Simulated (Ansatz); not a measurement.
Runs of Ansatz 0.2.0 on HfB2. It takes space group P6/mmm (No. 191, hexagonal). The conventional cell has a = 3.140 Å, b = 3.140 Å, c = 3.480 Å, α = 90.00°, β = 90.00°, γ = 120.00°. Around Hf (site symmetry 6/mmm) lie 12 B at 2.51 Å. Around B (site symmetry -6m2) lie 3 B at 1.81 Å. 

```csv
level,pressure (GPa),relaxed volume (Å³/atom)
RPBE+D3(BJ),0.0,(a)
PBEsol+D4,0.0,9.61
revPBE+D3(BJ),0.0,9.64
revPBE+D4,0.0,9.64
PBEsol+D3(BJ),0.0,9.52
RPBE+D4,0.0,9.64
```

Alike in all rows: task relaxation of cell and atoms; potentials or basis Ansatz PAW; no spin polarisation; cell relaxed; k mesh 10 × 10 × 8; cutoff (eV) 420; smearing fermi-dirac 0.05 eV.

Question: Estimate the missing entries.

Answer: (a) 8.87.

Caveats: the plane-wave basis is chosen anew once the cell has moved, so the energies of steps on either side of that aren't comparable; the PAW data sets come from PBE, with cores solved anew for the run's functional, which leaves a small shift of forces and pressure; the volume moved by -10 % from the deposited cell, more than functionals usually miss (some runs).
